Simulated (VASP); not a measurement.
Wanted: the native input for a VASP 6.6.1 run.

```
Task                   : band structure
Functional             : LDA
Potentials or basis    : VASP PAW LDA potentials, release 64 (Pb_d)
Cutoff                 : 520 eV
k mesh                 : 7 × 7 × 7
Occupations            : fermi-dirac, width 0.05 eV
Spin                   : spin-orbit coupling, no magnetisation
Further INCAR settings : ALGO = Normal; EDIFF = 1e-06; NBANDS = 25
```

Pb:

```xyz
1
Lattice="0.0000 2.4750 2.4750 2.4750 0.0000 2.4750 2.4750 2.4750 0.0000" Properties=species:S:1:pos:R:3 pbc="T T T"
Pb    0.0000    0.0000    0.0000
```

The input as run:

POSCAR

```
Pb
1.0
    0.0000000000      2.4750200000      2.4750200000
    2.4750200000      0.0000000000      2.4750200000
    2.4750200000      2.4750200000      0.0000000000
Pb
1
Direct
    0.0000000000      0.0000000000      0.0000000000
```

INCAR.step1

```
SYSTEM = Pb
  PREC = Accurate
  ENCUT = 520
  EDIFF = 1E-6
  ISMEAR = -1
  SIGMA = 0.05
  LREAL = .FALSE.
  LASPH = .TRUE.
  NELM = 100
  ALGO = Normal
  ISIF = 2
  LWAVE = .FALSE.
  LCHARG = .TRUE.
  MAGMOM = 0 0 0
  LORBIT = 11
  LSORBIT = .TRUE.
  GGA_COMPAT = .FALSE.
  GGA = CA
  NBANDS = 25
```

KPOINTS.step1

```
Automatic mesh
0
G
  7 7 7
  0 0 0
```

INCAR.step2

```
SYSTEM = Pb
  PREC = Accurate
  ENCUT = 520
  EDIFF = 1E-6
  ISMEAR = 0
  SIGMA = 0.05
  LREAL = .FALSE.
  LASPH = .TRUE.
  NELM = 100
  ALGO = Normal
  ISIF = 2
  LWAVE = .FALSE.
  LCHARG = .FALSE.
  MAGMOM = 0 0 0
  LORBIT = 11
  LSORBIT = .TRUE.
  GGA_COMPAT = .FALSE.
  GGA = CA
  NBANDS = 25
  ICHARG = 11
```

KPOINTS.step2

```
path GXWKGLUWLK,UX
10
line-mode
reciprocal
 0.0000000000  0.0000000000  0.0000000000  G
 0.5000000000  0.0000000000  0.5000000000  X

 0.5000000000  0.0000000000  0.5000000000  X
 0.5000000000  0.2500000000  0.7500000000  W

 0.5000000000  0.2500000000  0.7500000000  W
 0.3750000000  0.3750000000  0.7500000000  K

 0.3750000000  0.3750000000  0.7500000000  K
 0.0000000000  0.0000000000  0.0000000000  G

 0.0000000000  0.0000000000  0.0000000000  G
 0.5000000000  0.5000000000  0.5000000000  L

 0.5000000000  0.5000000000  0.5000000000  L
 0.6250000000  0.2500000000  0.6250000000  U

 0.6250000000  0.2500000000  0.6250000000  U
 0.5000000000  0.2500000000  0.7500000000  W

 0.5000000000  0.2500000000  0.7500000000  W
 0.5000000000  0.5000000000  0.5000000000  L

 0.5000000000  0.5000000000  0.5000000000  L
 0.3750000000  0.3750000000  0.7500000000  K

 0.6250000000  0.2500000000  0.6250000000  U
 0.5000000000  0.0000000000  0.5000000000  X
```

Potentials or basis: VASP PAW LDA potentials, release 64 (Pb_d).

Run with:

```sh
$ cat potpaw_LDA.64/Pb_d/POTCAR > POTCAR
$ cp INCAR.step1 INCAR
$ cp KPOINTS.step1 KPOINTS
$ mpirun -np 1 vasp_ncl > vasp.out
$ cp INCAR.step2 INCAR
$ cp KPOINTS.step2 KPOINTS
$ mpirun -np 1 vasp_ncl > vasp.out
```

It took 2.4 min on 1 thread of Intel(R) Xeon(R) Platinum 8375C CPU @ 2.90GHz (Ice Lake), on a shared host, peak memory 0.26 GiB.
